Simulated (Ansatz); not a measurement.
# BeS (F-43m) in Ansatz: a series of runs

Aim: see how the results for BeS move with the level of theory and the settings. Levels: BLYP, r2SCAN. Tasks: band structure.

Everything below comes from runs of Ansatz 0.2.0. Logs are shortened: lines on timing, memory, paths and dates and some standing lists are left out, and cuts for length are marked.

## Step 1: The crystal as given

Symmetry: F-43m, No. 216, cubic system. The conventional cell has a = 4.850 Å, b = 4.850 Å, c = 4.850 Å, α = 90.00°, β = 90.00°, γ = 90.00°. S (site symmetry -43m) has 4 Be at 2.10 Å as nearest neighbours. Be (site symmetry -43m) has 4 S at 2.10 Å as nearest neighbours.

## Step 2: Band structure, BLYP

Contents of input.yaml:

```yaml
crystal:
  lattice:
    - [0.0, 2.425, 2.425]
    - [2.425, 0.0, 2.425]
    - [2.425, 2.425, 0.0]
  atoms:
    - { symbol: S, position: [0.75, 0.75, 0.75] }
    - { symbol: Be, position: [0.0, 0.0, 0.0] }
hamiltonian:
  xc: blyp
  pseudopotentials: { kind: paw }
kpoints:
  mp_grid: { grid: [9, 9, 9] }
  band_path:
    path:
      - [[0.0, 0.0, 0.0], [0.5, 0.0, 0.5], [0.5, 0.25, 0.75], [0.375, 0.375, 0.75], [0.0, 0.0, 0.0], [0.5, 0.5, 0.5], [0.625, 0.25, 0.625], [0.5, 0.25, 0.75], [0.5, 0.5, 0.5], [0.375, 0.375, 0.75]]
      - [[0.625, 0.25, 0.625], [0.5, 0.0, 0.5]]
    npoints: 14
scf:
  occupations: { method: fermi_dirac, width: 0.05 }
  n_extra_bands: 6
output:
  forces: true
  stress: true
  eigenvalues: true
  fatbands: false
```

Potentials or basis: Ansatz PAW.

On the command line:

```
> ansatz run input.yaml --threads 2 --pin off --max-ram 5632MiB --backend cpu --events-out ev --progress --plain --runs-dir out
```

The log of the run:

```text
Warning: RAYON_NUM_THREADS=2 ignored (pool sized by the plan → 2); use --threads N
scf.n_extra_bands = 6 over 4 filled bands (N_el = 8.0): the run solves 10 bands
Engine: ansatz 0.2.0, aarch64-unknown-linux-gnu
Pseudopotentials: kind: paw
Pseudopotential: S, paw, valence charge 6, recommended cutoff 420 eV (normal), S.paw.azcp
Pseudopotential: Be, paw, valence charge 2, recommended cutoff 420 eV (normal), Be.paw.azcp
Functional definition: BLYP
  parameter beta = 0.0042
  parameter a = 0.04918
  parameter b = 0.132
  parameter c = 0.2533
  parameter d = 0.349
  exchange = b88_x(beta = beta)
  correlation = lyp_c(a = a, b = b, c = c, d = d)
Crystal: 2 atoms, lattice volume = 28.521 Å³
Basis set: ecut = 420 eV, 537 PW (Γ), exchange–correlation on 48×48×48 points (8 copies of the dense FFT grid, shifted against one another)
Bands: 10, of which v1, the nominal top of the filled ones, is band 4 counted from 1 (3 counted from 0)
Symmetry: 24 space group operations
Space group: F-43m (ITA 216), of the structure as read, at distance tolerance 3.1e-5 Å
k-points: 35 of 729 (time reversal used)
Non-local potential: S, projectors of the file, l = 0: 2, l = 1: 2, l = 2: 2
Non-local potential: Be, projectors of the file, l = 0: 2, l = 1: 2, l = 2: 1
PAW form: soft (Blöchl's): semilocal exchange-correlation on the pseudo side does not see the compensation charge
PAW frozen core: S, regenerated for the run's functional, and the local potential with it (the file was generated under x = pbe(κ = 0.804, μ = 0.2195149727645171), c = pbe(β = 0.06672455060314922))
PAW frozen core: Be, regenerated for the run's functional, and the local potential with it (the file was generated under x = pbe(κ = 0.804, μ = 0.2195149727645171), c = pbe(β = 0.06672455060314922))
PAW one-centre angular grid: S, 110 points (default); XC on 64 Gauss nodes
PAW one-centre angular grid: Be, 110 points (default); XC on 64 Gauss nodes
Initial density: superposition of atomic densities (neutral atoms: chi_scale 0, normalization atom), corrected by the library's trained network
Initial wavefunctions: pseudopotential atomic-orbital guess
Functional: x = b88, c = lyp
SCF iter   1: F=—  HF=-1001.902742 eV  |F-HF|=—  |Δ(HF+E_count)|=         —  Δρ=8.42e-3  dr2=2.63e-2  ethr=1.77e-3  ⟨swp⟩=5.3  Hψ=2604  notcnv=0
preconditioner: auto → none  [insulator: Δε(μ)=3.584 eV  Ē_g=14.796 eV  σ=0.050 eV  W_gap=1.00  n_scr=0 (ndim 8)  ℏωp=19.7 eV  f_vac=0.000  D(μ)=0.00/eV (n_scr^D=0)  ε∞_Penn≈2.8]
SCF iter   2: F=—  HF=-1001.893125 eV  |F-HF|=—  |Δ(HF+E_count)|=   9.62e-3  Δρ=1.93e-3  dr2=1.06e-3  ethr=3.28e-4  ⟨swp⟩=2.9  Hψ=882  notcnv=0  defer=63
SCF iter   3: F=—  HF=-1001.892720 eV  |F-HF|=—  |Δ(HF+E_count)|=   4.05e-4  Δρ=7.50e-4  dr2=1.25e-4  ethr=1.33e-5  ⟨swp⟩=1.5  Hψ=330  notcnv=0  defer=63
SCF iter   4: F=—  HF=-1001.892671 eV  |F-HF|=—  |Δ(HF+E_count)|=   4.86e-5  Δρ=1.90e-4  dr2=6.84e-6  ethr=1.57e-6  ⟨swp⟩=2.0  Hψ=424  notcnv=0  defer=63
SCF iter   5: F=—  HF=-1001.892683 eV  |F-HF|=—  |Δ(HF+E_count)|=   1.18e-5  Δρ=2.93e-5  dr2=1.63e-7  ethr=8.55e-8  ⟨swp⟩=2.1  Hψ=430  notcnv=0  defer=63
SCF iter   6: F=-1001.892683 eV  HF=-1001.892683 eV  |F-HF|=1.65e-10  |Δ(HF+E_count)|=   2.89e-8  Δρ=2.30e-6  dr2=9.57e-10  ethr=1.25e-9  ⟨swp⟩=8.0  Hψ=1826  notcnv=0
SCF 1 converged in 6 iterations: F = -1001.892683 eV  dr2 = 9.57e-10
NSCF: frozen V_eff on 142 k-points
SCF converged after 6 iterations
Free energy (F): -1001.892683 eV
Harris-Foulkes:  -1001.892683 eV  (|F-HF|=1.65e-10)
Internal energy: -1001.892683 eV  (E = F + TS)
E sigma→0 (E₀):  -1001.892683 eV
Fermi energy:    7.424188 eV
--- Per-component energies (eV) ---
  E_band       = 4.832176
  E_kinetic    = 129.864107
  E_local      = -118.648402  (includes V_loc(G=0)·N_el)
  E_nonlocal   = 33.823298
  E_hartree    = 36.674618
  E_xc         = -116.209181
  E_vxc        = -106.428168  (∫ρ·V_xc dr)
  E_paw        = -666.594439  (= ΣΔE_a)
  E_vpaw       = -7.127815  (= ΣTr[D̂ρ^β])
  E_aug_tail   = 0.000001  (compensation charges beyond the density's cutoff)
  E_ewald      = -300.820390
  E_core_change = 0.017704  (= ΣΔE_core)
  E_smearing   = -0.000000  (= −TS)
  E_closure    = 0.000000  (closes the sum)
  Σ components = -1001.892683   (vs F -1001.892683, Δ=0.00e0)
--- Forces (eV/Å), atoms counted from 1 ---
  atom   1  S     -0.00000000     0.00000000     0.00000000
  atom   2  Be    -0.00000000     0.00000000     0.00000000
  max |Σ_I F_I| component: 3.83e-16 eV/Å
--- Stress (GPa, compression-positive) ---
        4.633805      -0.000000      -0.000000
        0.000000       4.633805       0.000000
       -0.000000       0.000000       4.633805
  P = ⅓ Tr σ = 4.6338 GPa (46.338 kbar)
--- Band table (eV; the first three rows and the last of 35) ---
  k-point 0: bands = ["-7.9211", "5.7005", "5.7005", "5.7005", "11.4487", "11.4487", "11.4487", "11.8108", "18.4561", "18.4561"]
  k-point 1: bands = ["-7.7830", "4.7472", "5.5433", "5.5433", "11.4378", "11.7338", "11.7338", "12.7970", "17.9276", "17.9276"]
  k-point 2: bands = ["-7.3952", "2.9351", "5.2033", "5.2033", "11.4038", "12.2563", "12.2563", "14.6597", "17.5450", "17.5450"]
  k-point 34: bands = ["-5.8222", "1.3597", "2.0159", "2.7630", "12.1733", "13.3765", "14.1415", "15.7260", "18.7874", "20.6711"]
```

Run time: 1.9 s. Hardware: 2 threads of Arm Neoverse V1, shared host; peak memory 0.27 GiB.

Results:

```
Free energy             : -1001.8927 eV
Pressure                : 4.6 GPa
Band gap on the k mesh  : 3.47 eV, indirect (least direct gap 5.75 eV)
Band gap along the path : 3.38 eV, indirect (least direct gap 5.74 eV)
```

Levels at the corners of the path, in eV from the valence-band top:
```
point  band 1  band 2  band 3  band 4  band 5  band 6  band 7  band 8
    Γ  -13.62    0.00    0.00    0.00    5.75    5.75    5.75    6.11
    X  -11.52   -4.91   -2.59   -2.59    3.38    5.08   12.74   12.74
    W  -11.47   -4.17   -3.77   -3.25    6.68    8.20    8.55    8.91
    K  -11.54   -4.46   -3.99   -2.15    4.58    7.64   10.59   11.39
    Γ  -13.62    0.00    0.00    0.00    5.75    5.75    5.75    6.11
    L  -12.05   -5.65   -1.02   -1.02    5.62    6.67    6.67   11.51
    U  -11.54   -4.46   -3.99   -2.15    4.58    7.64   10.59   11.39
    W  -11.47   -4.17   -3.77   -3.25    6.68    8.20    8.55    8.91
    L  -12.05   -5.65   -1.02   -1.02    5.62    6.67    6.67   11.51
    K  -11.54   -4.46   -3.99   -2.15    4.58    7.64   10.59   11.39
    U  -11.54   -4.46   -3.99   -2.15    4.58    7.64   10.59   11.39
    X  -11.52   -4.91   -2.59   -2.59    3.38    5.08   12.74   12.74
```

Caveat: the k mesh misses the band edges, so the gap on the mesh is wider than the one along the path; the PAW data sets come from PBE, with cores solved anew for the run's functional, which leaves a small shift of forces and pressure. A hybrid or GW would open this gap; BLYP tends to underestimate it.

## Step 3: Band structure, r2SCAN

Edit input.yaml of step 2 so:

```diff
@@ -9,3 +9,3 @@
 hamiltonian:
-  xc: blyp
+  xc: r2scan
   pseudopotentials: { kind: paw }
@@ -25,2 +25,2 @@
   eigenvalues: true
-  fatbands: false
+  fatbands: true
```

Potentials or basis: Ansatz PAW.

On the command line:

```
> ansatz run input.yaml --threads 2 --pin off --max-ram 5632MiB --backend cpu --events-out ev --progress --plain --runs-dir out
```

The log of the run:

```text
Warning: RAYON_NUM_THREADS=2 ignored (pool sized by the plan → 2); use --threads N
scf.n_extra_bands = 6 over 4 filled bands (N_el = 8.0): the run solves 10 bands
[... 2 set-up lines as earlier in the session ...]
Pseudopotential: S, paw, valence charge 6, recommended cutoff 500 eV (meta_gga), S.paw.azcp
Pseudopotential: Be, paw, valence charge 2, recommended cutoff 500 eV (meta_gga), Be.paw.azcp
Functional definition: r2SCAN
  parameter k0 = 0.174
  parameter k1 = 0.065
  parameter a1 = 4.9479
  exchange = r2scan_x(k0 = k0, k1 = k1, a1 = a1)
  correlation = r2scan_c
Crystal: 2 atoms, lattice volume = 28.521 Å³
Basis set: ecut = 500 eV, 725 PW (Γ), exchange–correlation on 108×108×108 points (64 copies of the dense FFT grid, shifted against one another)
Bands: 10, of which v1, the nominal top of the filled ones, is band 4 counted from 1 (3 counted from 0)
[... 2 set-up lines as earlier in the session ...]
k-points: 35 of 729 (time reversal used)
[... 3 set-up lines as earlier in the session ...]
PAW frozen core: S, regenerated for the run's functional (the file was generated under x = pbe(κ = 0.804, μ = 0.2195149727645171), c = pbe(β = 0.06672455060314922))
PAW frozen core: Be, regenerated for the run's functional (the file was generated under x = pbe(κ = 0.804, μ = 0.2195149727645171), c = pbe(β = 0.06672455060314922))
PAW one-centre angular grid: S, 302 points (default); XC on 160 Gauss nodes
PAW one-centre angular grid: Be, 302 points (default); XC on 255 of its mesh's 2635 points in the sphere
[... 2 set-up lines as earlier in the session ...]
Functional: x = r2scan, c = r2scan; τ floored in thin density (d = 2e-4 eV/Å³)
SCF iter   1: F=—  HF=-1001.520742 eV  |F-HF|=—  |Δ(HF+E_count)|=         —  Δρ=4.79e-3  dr2=5.22e-3  dr2_τ=2.98e-2  ethr=1.77e-3  ⟨swp⟩=5.3  Hψ=2602  notcnv=0  defer=1
preconditioner: auto → none  [insulator: Δε(μ)=3.567 eV  Ē_g=15.621 eV  σ=0.050 eV  W_gap=1.00  n_scr=0 (ndim 8)  ℏωp=19.7 eV  f_vac=0.000  D(μ)=0.00/eV (n_scr^D=0)  ε∞_Penn≈2.6]
SCF iter   2: F=—  HF=-1001.594515 eV  |F-HF|=—  |Δ(HF+E_count)|=   7.38e-2  Δρ=3.09e-3  dr2=2.15e-3  dr2_τ=2.87e-5  ethr=6.53e-5  ⟨swp⟩=2.0  Hψ=917  notcnv=0  defer=63
SCF iter   3: F=—  HF=-1001.595134 eV  |F-HF|=—  |Δ(HF+E_count)|=   6.19e-4  Δρ=1.52e-3  dr2=9.65e-4  dr2_τ=3.87e-5  ethr=2.68e-5  ⟨swp⟩=2.0  Hψ=568  notcnv=0  defer=63
SCF iter   4: F=—  HF=-1001.595091 eV  |F-HF|=—  |Δ(HF+E_count)|=   4.23e-5  Δρ=4.22e-4  dr2=7.42e-5  dr2_τ=6.97e-7  ethr=1.21e-5  ⟨swp⟩=2.1  Hψ=414  notcnv=0  defer=63
SCF iter   5: F=—  HF=-1001.595098 eV  |F-HF|=—  |Δ(HF+E_count)|=   6.46e-6  Δρ=1.77e-5  dr2=3.80e-8  dr2_τ=6.80e-9  ethr=9.27e-7  ⟨swp⟩=2.1  Hψ=411  notcnv=0  defer=63
SCF iter   6: F=-1001.595098 eV  HF=-1001.595098 eV  |F-HF|=1.27e-9  |Δ(HF+E_count)|=   1.86e-7  Δρ=3.74e-6  dr2=4.85e-9  dr2_τ=3.03e-10  ethr=4.75e-10  ⟨swp⟩=7.1  Hψ=1814  notcnv=0
SCF 1 converged in 6 iterations: F = -1001.595098 eV  dr2 = 4.85e-9
NSCF: frozen V_eff on 142 k-points
SCF converged after 6 iterations
Free energy (F): -1001.595098 eV
Harris-Foulkes:  -1001.595098 eV  (|F-HF|=1.27e-9)
Internal energy: -1001.595098 eV  (E = F + TS)
E sigma→0 (E₀):  -1001.595098 eV
Fermi energy:    6.951784 eV
--- Per-component energies (eV) ---
  E_band       = -1.729608
  E_kinetic    = 128.213032
  E_local      = -115.294647  (includes V_loc(G=0)·N_el)
  E_nonlocal   = 32.336364
  E_hartree    = 35.869236
  E_xc         = -111.330977
  E_vxc        = -117.609001  (∫ρ·V_xc dr)
  E_paw        = -670.445922  (= ΣΔE_a)
  E_vpaw       = -6.425460  (= ΣTr[D̂ρ^β])
  E_aug_tail   = 0.000001  (compensation charges beyond the density's cutoff)
  E_vtau       = 5.312242  (kinetic-family band-sum trace: ∫τ·v_τ [+ j·A + Jᵃ·Aᵃ] dr)
  E_ewald      = -300.820390
  E_core_change = -0.121794  (= ΣΔE_core)
  E_smearing   = -0.000000  (= −TS)
  E_closure    = -0.000000  (closes the sum)
  Σ components = -1001.595098   (vs F -1001.595098, Δ=0.00e0)
--- Forces (eV/Å), atoms counted from 1 ---
  atom   1  S     -0.00000000     0.00000000    -0.00000000
  atom   2  Be    -0.00000000     0.00000000     0.00000000
  max |Σ_I F_I| component: 2.73e-16 eV/Å
--- Stress (GPa, compression-positive) ---
        1.143515       0.000000      -0.000000
       -0.000000       1.143515       0.000000
       -0.000000       0.000000       1.143515
  P = ⅓ Tr σ = 1.1435 GPa (11.435 kbar)
--- Band table (eV; the first three rows and the last of 35) ---
  k-point 0: bands = ["-9.1695", "5.1309", "5.1309", "5.1309", "11.3583", "11.3583", "11.3583", "11.8163", "18.3718", "18.3718"]
  k-point 1: bands = ["-9.0224", "4.1362", "4.9680", "4.9680", "11.3679", "11.6593", "11.6593", "12.8140", "17.8242", "17.8242"]
  k-point 2: bands = ["-8.6088", "2.2288", "4.6146", "4.6146", "11.3200", "12.1976", "12.1976", "14.7478", "17.4433", "17.4433"]
  k-point 34: bands = ["-6.9186", "0.5486", "1.2435", "2.0440", "11.8890", "13.2960", "14.1625", "15.8308", "19.0955", "21.1370"]
```

bands.tsv:

```text
# k_distance	band_0	band_1	band_2	band_3	band_4	band_5	band_6	band_7	band_8	band_9
# fermi_ev = 6.951784
# lock_threshold_ev = 1e-12
# [0, 0, 0] at k_distance = 0.000000
# [0.5, 0, 0.5] at k_distance = 1.295502
[... 152 lines left out ...]
8.152502	-13.861954	-6.952667	-4.849072	-4.475983	2.051151	3.853494	11.514609	11.689053	13.900082	14.163004
8.185218	-13.864189	-6.976204	-4.743814	-4.498160	1.951137	3.733973	11.670431	11.786279	14.210306	14.366306
8.217935	-13.866178	-6.994558	-4.656883	-4.515470	1.865236	3.644103	11.798617	11.865776	14.496698	14.562053
8.250651	-13.867727	-7.007689	-4.591803	-4.527875	1.799041	3.581795	11.894390	11.924913	14.736495	14.742634
8.283368	-13.868707	-7.015577	-4.551472	-4.535326	1.757243	3.545223	11.953697	11.961433	14.886655	14.897103
8.316084	-13.869046	-7.018208	-4.537812	-4.537812	1.742947	3.533170	11.973788	11.973788	14.946824	14.952813
```

Run time: 5.3 s. Hardware: 2 threads of Arm Neoverse V1, shared host; peak memory 0.36 GiB.

Results:

| Quantity | Value |
| --- | --- |
| Free energy | -1001.5951 eV |
| Pressure | 1.1 GPa |
| Band gap on the k mesh | 3.66 eV, indirect (least direct gap 6.23 eV) |
| Band gap along the path | 3.56 eV, indirect (least direct gap 6.22 eV) |

Levels at the corners of the path, in eV from the valence-band top:
```tsv
point	band 1	band 2	band 3	band 4	band 5	band 6	band 7	band 8	band 9
Γ	-14.30	0.00	0.00	0.00	6.23	6.23	6.23	6.69	13.24
X	-12.05	-5.20	-2.72	-2.72	3.56	5.35	13.79	13.79	16.77
W	-11.99	-4.41	-3.98	-3.41	6.95	8.68	9.24	9.48	15.05
K	-12.06	-4.71	-4.20	-2.25	4.84	8.06	11.36	12.18	12.96
Γ	-14.30	0.00	0.00	0.00	6.23	6.23	6.23	6.69	13.24
L	-12.62	-5.97	-1.06	-1.06	6.07	7.10	7.10	12.07	15.49
U	-12.06	-4.71	-4.20	-2.25	4.84	8.06	11.36	12.18	12.96
W	-11.99	-4.41	-3.98	-3.41	6.95	8.68	9.24	9.48	15.05
L	-12.62	-5.97	-1.06	-1.06	6.07	7.10	7.10	12.07	15.49
K	-12.06	-4.71	-4.20	-2.25	4.84	8.06	11.36	12.18	12.96
U	-12.06	-4.71	-4.20	-2.25	4.84	8.06	11.36	12.18	12.96
X	-12.05	-5.20	-2.72	-2.72	3.56	5.35	13.79	13.79	16.77
```

Caveat: the k mesh misses the band edges, so the gap on the mesh is wider than the one along the path; the PAW data sets come from PBE, with cores solved anew for the run's functional, which leaves a small shift of forces and pressure.
